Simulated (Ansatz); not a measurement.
# Mg: short molecular dynamics at 800 K

These are results of Ansatz 0.2.0, DFT PBE, scalar-relativistic, plane waves, PAW, not measurements. Settings: plane waves to 420 eV, k-mesh 2×2×2 (shifted by 0.5, 0.5, 0.5 steps), Fermi–Dirac smearing 0.069 eV. The mesh is coarse. No spin polarisation.

18 atoms, starting at 1.02 times the perfect crystal's volume (space group Im-3m, not the usual structure, the cell as given, not relaxed at this level); constant energy, velocities drawn at 800 K, fixed cell; 18 steps of 1.5 fs. The run is short and not equilibrated. The crystal has no gap, and so coarse a mesh can leave errors of tens of meV/atom and of a GPa or more.

First frame:

```yaml
crystal:
  lattice:
    - [3.56901, -7.13802, 0.00000]
    - [0.00000, -3.56901, -7.13802]
    - [7.13802, 0.00000, -3.56901]
  atoms:
    - { symbol: Mg, position: [0.83333, 0.83333, 0.83333] }
    - { symbol: Mg, position: [0.55556, 0.88889, 0.22222] }
    - { symbol: Mg, position: [0.27778, 0.94444, 0.61111] }
    - { symbol: Mg, position: [0.94444, 0.61111, 0.27778] }
    - { symbol: Mg, position: [0.66667, 0.66667, 0.66667] }
    - { symbol: Mg, position: [0.38889, 0.72222, 0.05556] }
    - { symbol: Mg, position: [0.11111, 0.77778, 0.44444] }
    - { symbol: Mg, position: [0.77778, 0.44444, 0.11111] }
    - { symbol: Mg, position: [0.50000, 0.50000, 0.50000] }
    - { symbol: Mg, position: [0.22222, 0.55556, 0.88889] }
    - { symbol: Mg, position: [0.88889, 0.22222, 0.55556] }
    - { symbol: Mg, position: [0.61111, 0.27778, 0.94444] }
    - { symbol: Mg, position: [0.33333, 0.33333, 0.33333] }
    - { symbol: Mg, position: [0.05556, 0.38889, 0.72222] }
    - { symbol: Mg, position: [0.72222, 0.05556, 0.38889] }
    - { symbol: Mg, position: [0.44444, 0.11111, 0.77778] }
    - { symbol: Mg, position: [0.16667, 0.16667, 0.16667] }
    - { symbol: Mg, position: [0.00000, 0.00000, 0.00000] }
```

- Mean temperature over the second half: 549 K
- Mean pressure over the second half (kinetic part included): 1.5 GPa
- Mean potential energy above the perfect crystal (as given, at volume ratio 1; besides heat the difference comes from the volume, 2 % larger, and the crystal's own pressure of 1.3 GPa; the free energy holds the electrons' entropy): 28 meV/atom
- Drift of the conserved energy over the run: 0.036 meV/atom
- Mean-square drift of Mg from first to last step (mean shift of all atoms removed): 0.05 Å²

Pair distribution functions g(r), second half of the run, up to half the cell's height:

| r (Å) | Mg-Mg |
| --- | --- |
| 2.65 | 0.0 |
| 2.75 | 0.1 |
| 2.85 | 0.8 |
| 2.95 | 2.9 |
| 3.05 | 5.1 |
| 3.15 | 3.6 |
| 3.25 | 2.0 |
| 3.35 | 1.8 |
| 3.45 | 1.6 |

Along the run (potential energy from its first value; pressure with the kinetic part):

```csv
t (fs),T (K),ΔE_pot (meV/atom),P (GPa)
0.0,800,0.0,1.0
1.5,798,0.2,1.0
3.0,793,0.8,1.1
4.5,785,1.8,1.1
6.0,774,3.2,1.1
7.5,759,5.0,1.1
9.0,742,7.1,1.1
10.5,722,9.5,1.2
12.0,700,12.2,1.2
13.5,676,15.2,1.2
15.0,650,18.3,1.3
16.5,623,21.7,1.3
18.0,594,25.2,1.4
19.5,565,28.7,1.4
21.0,535,32.4,1.5
22.5,505,36.0,1.5
24.0,476,39.6,1.6
25.5,447,43.1,1.6
27.0,419,46.5,1.7
```